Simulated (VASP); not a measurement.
**GaN in VASP 6.6.1, single-point calculation**

INCAR

```
NSW = 0
IBRION = -1
LREAL = .FALSE.
GGA = PE
ISMEAR = -1
PREC = Accurate
ENCUT = 520
ISIF = 2
SIGMA = 0.02
LASPH = .TRUE.
NELM = 52
EDIFF = 1E-7
NBANDS = 21
NELECT = 17.5
LWAVE = .FALSE.
LCHARG = .FALSE.
```

KPOINTS

```
KPOINTS created by Atomic Simulation Environment
0
Monkhorst-Pack
10 10 10
0 0 0
```

POSCAR

```
Ga N
 1.0000000000000000
     0.0000000000000000    2.0663449296000000    2.1525128120999999
     2.0663449296000000    0.0000000000000000    2.1525128120999999
     2.0663449296000000    2.0663449296000000    0.0000000000000000
 Ga  N
   1   1
Cartesian
  0.0000000000000000  0.0000000000000000  0.0000000000000000
  2.0663449296000000  2.0663449296000000  2.1525128120999999
```

The recommended PBE PAW datasets give the neutral cell 18 valence electrons.

Command

```
mpirun -np 1 vasp_std
```

OSZICAR

```
N       E                     dE             d eps       ncg     rms          rms(c)
DAV:   1     0.898832573158E+02    0.89883E+02   -0.73509E+03 14261   0.149E+03
DAV:   2    -0.854060076301E+01   -0.98424E+02   -0.89109E+02 11973   0.313E+02
DAV:   3    -0.157771134901E+02   -0.72365E+01   -0.71013E+01 13385   0.628E+01
DAV:   4    -0.158518877534E+02   -0.74774E-01   -0.74743E-01 13271   0.672E+00
DAV:   5    -0.158523706742E+02   -0.48292E-03   -0.48291E-03 13690   0.528E-01    0.539E+00
DAV:   6    -0.150175892406E+02    0.83478E+00   -0.11269E+00 18212   0.263E+01    0.196E+00
DAV:   7    -0.150045477934E+02    0.13041E-01   -0.12796E-01 12334   0.269E+00    0.121E+00
DAV:   8    -0.149970857000E+02    0.74621E-02   -0.86723E-03 14539   0.131E+00    0.147E-01
DAV:   9    -0.149966715812E+02    0.41412E-03   -0.12704E-03 13649   0.104E+00    0.589E-02
DAV:  10    -0.149967101961E+02   -0.38615E-04   -0.18198E-04 13810   0.105E-01    0.214E-02
DAV:  11    -0.149966961794E+02    0.14017E-04   -0.26332E-05 14491   0.654E-02    0.888E-03
DAV:  12    -0.149966962980E+02   -0.11868E-06   -0.15291E-06 13204   0.120E-02    0.244E-03
DAV:  13    -0.149966962024E+02    0.95642E-07   -0.30065E-08 11168   0.170E-03
   1 F= -.14996696E+02 E0= -.14995987E+02  d E =-.141805E-02
```

From OUTCAR

```
k-points           NKPTS =    275   k-points in BZ     NKDIM =    275   number of bands    NBANDS=     21

   NELECT =      17.5000    total number of electrons

   dimension x,y,z NGX =    24 NGY =   24 NGZ =   24
   dimension x,y,z NGXF=    48 NGYF=   48 NGZF=   48

  energy-cutoff  :      520.00
  volume of cell :       18.38
      direct lattice vectors                 reciprocal lattice vectors
     0.000000000  2.066344930  2.152512812    -0.241973154  0.241973154  0.232286655
     2.066344930  0.000000000  2.152512812     0.241973154 -0.241973154  0.232286655
     2.066344930  2.066344930  0.000000000     0.241973154  0.241973154 -0.232286655

 k-points in reciprocal lattice and weights: KPOINTS created by Atomic Simulation Env
   0.05000000  0.05000000  0.05000000       0.002
   0.15000000  0.05000000  0.05000000       0.004
   0.25000000  0.05000000  0.05000000       0.004
   0.35000000  0.05000000  0.05000000       0.004
   0.45000000  0.05000000  0.05000000       0.004
  -0.45000000  0.05000000  0.05000000       0.004
  -0.35000000  0.05000000  0.05000000       0.004
  -0.25000000  0.05000000  0.05000000       0.004
   ...

 E-fermi :   7.2334

 k-point     1 :       0.0500    0.0500    0.0500
  band No.  band energies     occupation
      1      -9.4517      2.00000
      2      -5.6088      2.00000
      3      -5.5785      2.00000
      4      -5.5744      2.00000
      5      -5.5317      2.00000
      6      -5.4916      2.00000
      7       6.8324      2.00000
      8       7.0985      1.99764
      9       7.3632      0.00304
     10      10.8959      0.00000
     11      22.2772      0.00000
     12      22.9380      0.00000
     13      23.4593      0.00000
     14      23.9999      0.00000
     15      25.1266      0.00000
     16      25.1280      0.00000
     17      26.1408      0.00000
     18      29.6591      0.00000
     19      31.4320      0.00000
     20      37.7573      0.00000
     21      44.4215      0.00000

 k-point     2 :       0.1500    0.0500    0.0500
  band No.  band energies     occupation
      1      -9.2040      2.00000
      2      -5.6120      2.00000
      3      -5.5830      2.00000
      4      -5.5681      2.00000
      5      -5.5496      2.00000
      6      -5.4906      2.00000
      7       5.8184      2.00000
      8       6.9003      2.00000
      9       7.4161      0.00022
     10      11.8611      0.00000
     11      20.4773      0.00000
     12      21.3234      0.00000
     13      22.5938      0.00000
     14      23.9120      0.00000
     15      25.3581      0.00000
     16      25.8848      0.00000
     17      28.9451      0.00000
     18      31.5138      0.00000
     19      32.9426      0.00000
     20      38.4668      0.00000
     21      43.9803      0.00000

 ...

  Total       -4.2060948     -4.2060948     -5.1637861      0.0000000      0.0000000      0.0000000
  in kB     -366.6133373   -366.6133373   -450.0880102      0.0000000      0.0000000      0.0000000
  external PRESSURE =    -394.4382283 kB  Pullay stress =       0.0000000 kB

 POSITION                                       TOTAL-FORCE (eV/Angst)
 -----------------------------------------------------------------------------------
      0.00000      0.00000      0.00000         0.000000     -0.000000      0.000000
      2.06634      2.06634      2.15251        -0.000000      0.000000     -0.000000
 -----------------------------------------------------------------------------------
    total drift:                                0.000000     -0.000000     -0.000000

  FREE ENERGIE OF THE ION-ELECTRON SYSTEM (eV)
  ---------------------------------------------------
  free  energy   TOTEN  =       -14.9966962024 eV

  energy  without entropy=      -14.9952781514  energy(sigma->0) =      -14.99598718
```

It converged. Results: pressure -39.4 GPa.

The cell is charged and sits in a uniform background. The shifted mesh misses Γ, so a band edge there is missed.

For comparison, a separate PBE run of the intended cell, on usual settings and not on those above, gives a gap of 0.57 eV on its mesh and a pressure of 14.9 GPa.

The run above took about 54 s on one core of a shared host (Intel Xeon Platinum 8488C) and held 0.22 GiB at most.
